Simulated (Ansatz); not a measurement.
This Ansatz 0.2.0 run on In needs a look.

File input.yaml:

```yaml
crystal:
  lattice:
    - [3.335484782, 0.0, 0.0]
    - [-1.667742391, 2.8886145552, 0.0]
    - [0.0, 0.0, 5.50914292]
  atoms:
    - { symbol: In, position: [0.6666666667, 0.3333333333, 0.75] }
    - { symbol: In, position: [0.3333333333, 0.6666666667, 0.25] }
hamiltonian:
  xc: scan0x
  pseudopotentials: { kind: paw }
kpoints:
  mp_grid: { grid: [9, 9, 5] }
  band_path:
    path:
      - [[0.0, 0.0, 0.0], [0.5, 0.0, 0.0], [0.3333333333, 0.3333333333, 0.0], [0.0, 0.0, 0.0], [0.0, 0.0, 0.5], [0.5, 0.0, 0.5], [0.3333333333, 0.3333333333, 0.5], [0.0, 0.0, 0.5]]
      - [[0.5, 0.0, 0.5], [0.5, 0.0, 0.0]]
      - [[0.3333333333, 0.3333333333, 0.0], [0.3333333333, 0.3333333333, 0.5]]
    npoints: 14
scf:
  occupations: { method: fermi_dirac, width: 0.05 }
  n_extra_bands: 6
  max_iter: 75
output:
  forces: true
  stress: true
  eigenvalues: true
  fatbands: true
```

Potentials or basis: Ansatz PAW.

The run is started by

```bash
$ ansatz run input.yaml --threads 2 --pin off --max-ram 5632MiB --backend cpu --events-out ev --progress --plain --runs-dir out
```

Output:

```text
Error: YAML parse error: error: line 10 column 7: hamiltonian.xc: unknown variant `scan0x`, expected one of `lda`, `lda-pw`, `pw92`, `pbe`, `pbesol`, `rpbe`, `revpbe`, `blyp`, `pbe0`, `revpbe0`, `b3lyp`, `b3lyp5`, `hse06`, `wpbeh`, `hiss`, `lc_wpbe`, `cam_b3lyp`, `hf`, `r2scan`, `r2scanh`, `r2scan0`, `r2scan50`, `mr2scan`
  --> <input>:10:7
   |
 8 |     - { symbol: In, position: [0.3333333333, 0.6666666667, 0.25] }
 9 | hamiltonian:
10 |   xc: scan0x
   |       ^ hamiltonian.xc: unknown variant `scan0x`, expected one of `lda`, `lda-pw`, `pw92`, `pbe`, `pbesol`, `rpbe`, `revpbe`, `blyp`, `pbe0`, `revpbe0`, `b3lyp`, `b3lyp5`, `hse06`, `wpbeh`, `hiss`, `lc_wpbe`, `cam_b3lyp`, `hf`, `r2scan`, `r2scanh`, `r2scan0`, `r2scan50`, `mr2scan`
11 |   pseudopotentials: { kind: paw }
12 | kpoints:
   |
```

How did it end, and where is the flaw?

The input was rejected before any iteration. The input holds a flaw that was put in on purpose: an unknown functional (hamiltonian.xc = scan0x).
